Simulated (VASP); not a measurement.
Crystal: Ag.

```
Ag
1.0
     0.00000    2.04275    2.04275
     2.04275    0.00000    2.04275
     2.04275    2.04275    0.00000
Ag
1
Direct
  0.00000 0.00000 0.00000
```

- Program: VASP 6.6.1
- Task: relaxation of cell and atoms
- Functional: revPBE
- Potentials or basis: VASP PAW PBE potentials, release 64 (Ag)
- Cutoff: 600 eV
- k mesh: 11 × 11 × 11
- Occupations: fermi-dirac, width 0.05 eV
- Spin: no spin polarisation

At the start: pressure 7.2 GPa; volume 17.05 Å³/atom.

Problem. Where does the relaxation end?

Solution. Over 3 steps the energy falls by 27.3 meV/atom and the volume is 18.37 Å³/atom (+7.8 %); space group Fm-3m (No. 225, to 0.05 Å).

Step by step:
| step | energy change (eV) | largest force (eV/Å) | pressure (GPa) | volume (Å³) |
| --- | --- | --- | --- | --- |
| 1 | 0.0000 | 0.0000 | 7.21 | 17.05 |
| 2 | -0.0226 | 0.0000 | -2.33 | 19.01 |
| 3 | -0.0273 | 0.0000 | 0.04 | 18.37 |

Final structure:
```cif
data_structure
_symmetry_space_group_name_H-M 'P 1'
_symmetry_Int_Tables_number 1
_cell_length_a 2.9619
_cell_length_b 2.9619
_cell_length_c 2.9619
_cell_angle_alpha 60.000
_cell_angle_beta 60.000
_cell_angle_gamma 60.000
_cell_volume 18.37
loop_
_atom_site_label
_atom_site_type_symbol
_atom_site_fract_x
_atom_site_fract_y
_atom_site_fract_z
_atom_site_occupancy
Ag1 Ag 0.00000 0.00000 0.00000 1
```

Caveat: the PAW data sets were made with another functional, which shifts forces and pressure a little.
